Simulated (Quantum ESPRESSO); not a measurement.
Set up this calculation in Quantum ESPRESSO 7.5, as the native input.

```
Task                : single point
Functional          : PBEsol
Potentials or basis : GBRV 1.5 PBEsol
Cutoff              : 612 eV
Density cutoff      : 4898 eV
k mesh              : 10 × 10 × 8
Occupations         : fermi-dirac, width 0.05 eV
Spin                : no spin polarisation
Mixing beta         : 0.5
Most SCF iterations : 120
SCF threshold       : 6e-10 Ry
```

The system is TiB2.

```xyz
3
Lattice="3.0292 0.0000 0.0000 -1.5146 2.6234 0.0000 0.0000 0.0000 3.2284" Properties=species:S:1:pos:R:3 pbc="T T T"
Ti    0.0109   -0.0365   -0.0493
B     1.5136    0.8224    1.6230
B    -0.0053    1.7485    1.5951
```

The cell isn't the ideal one: atoms moved at random, drawn with an rms of 0.05 Å.

One way to write it, as run:

pw.in

```
&CONTROL
  calculation = 'scf'
  prefix = 'pwscf'
  outdir = './tmp'
  pseudo_dir = './pseudo'
  tprnfor = .true.
  tstress = .true.
  disk_io = 'nowf'
/
&SYSTEM
  ibrav = 0
  nat = 3
  ntyp = 2
  ecutwfc = 45
  ecutrho = 360
  nbnd = 15
  occupations = 'smearing'
  smearing = 'fd'
  degauss = 0.00367493
/
&ELECTRONS
  conv_thr = 6d-10
  electron_maxstep = 120
  mixing_beta = 0.5
/
ATOMIC_SPECIES
Ti    47.8670 ti_pbesol_v1.4.uspp.F.UPF
B     10.8100 b_pbesol_v1.4.uspp.F.UPF
CELL_PARAMETERS angstrom
   3.0292000000    0.0000000000    0.0000000000
  -1.5146000000    2.6233641531    0.0000000000
   0.0000000000    0.0000000000    3.2284000000
ATOMIC_POSITIONS crystal
Ti    -0.0033710000   -0.0139150000   -0.0152660000
B      0.6563980000    0.3134780000    0.5027410000
B      0.3314890000    0.6664920000    0.4940860000
K_POINTS automatic
10 10 8 0 0 0
```

Potentials or basis: GBRV 1.5 PBEsol.

Command:

```bash
$ OMP_NUM_THREADS=1 mpirun -n 2 pw.x -nk 2 -in pw.in > pw.out
```

It gave:

- Pressure: -4.3 GPa
- Largest force: 0.948 eV/Å
- Band gap on the k mesh: none (metal or under the smearing width)

It took 19 s on 2 MPI ranks on Intel(R) Xeon(R) 6975P-C (Granite Rapids), on a shared host, peak memory 0.24 GiB a rank.
